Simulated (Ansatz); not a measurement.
# K: the cost of one run

Program: Ansatz 0.2.0. Level of theory: DFT PBE+D3(BJ), scalar-relativistic, plane waves, PAW. These are calculated values, not measurements.

1 further run of the same task is left out (it didn't finish).

## (1) The system as given

The structure is hexagonal, space group P6_3/mmc (No. 194). Conventional cell: a = 4.607 Å, b = 4.607 Å, c = 7.534 Å, α = 90.00°, β = 90.00°, γ = 120.00°.

Coordinates:

```cif
data_structure
_symmetry_space_group_name_H-M 'P 1'
_symmetry_Int_Tables_number 1
_cell_length_a 4.6068
_cell_length_b 4.6068
_cell_length_c 7.5343
_cell_angle_alpha 90.000
_cell_angle_beta 90.000
_cell_angle_gamma 120.000
_cell_volume 138.47
loop_
_atom_site_label
_atom_site_type_symbol
_atom_site_fract_x
_atom_site_fract_y
_atom_site_fract_z
_atom_site_occupancy
K1 K 0.33333 0.66667 0.25000 1
K2 K 0.66667 0.33333 0.75000 1
```

It goes back to an entry of the Materials Project, which need not be the stable form.

It is the result of an earlier relaxation at this level (volume 69.24 Å³/atom; gap on the mesh: none (metal)).

## (2) Point at V/V0 = 0.97

input.yaml reads:

```yaml
crystal:
  lattice:
    - [4.5602153222, 0.0, 0.0]
    - [-2.2801076611, 3.9492623157, 0.0]
    - [0.0, 0.0, 7.458163303]
  atoms:
    - { symbol: K, position: [0.3333333333, 0.6666666667, 0.25] }
    - { symbol: K, position: [0.6666666667, 0.3333333333, 0.75] }
basis:
  ecutwfc: 420
kpoints:
  mp_grid: { grid: [12, 12, 6] }
hamiltonian:
  xc: pbe
  dispersion: d3bj
scf:
  occupations: { method: gaussian, width: 0.1 }
output:
  forces: true
  stress: true
  eigenvalues: true
  write_density: true
  write_potential: true
  elf: true
  volumetric_format: npy
relax:
  adjacent_minimum: "off"
  f_tol: 0.01
  max_steps: 30
  cell: { stress_tol: 0.1, fix: [volume] }
```

On the command line:

```bash
$ ansatz run input.yaml --threads 1 --pin off --max-ram 2560MiB --backend cpu --events-out ev --progress --plain --runs-dir out
```

Q: Estimate wall time and peak memory on 1 thread of Intel Xeon Platinum 8375C at 2.90GHz (Ice Lake), shared host.

About 12 s, with a peak of 0.53 GiB.
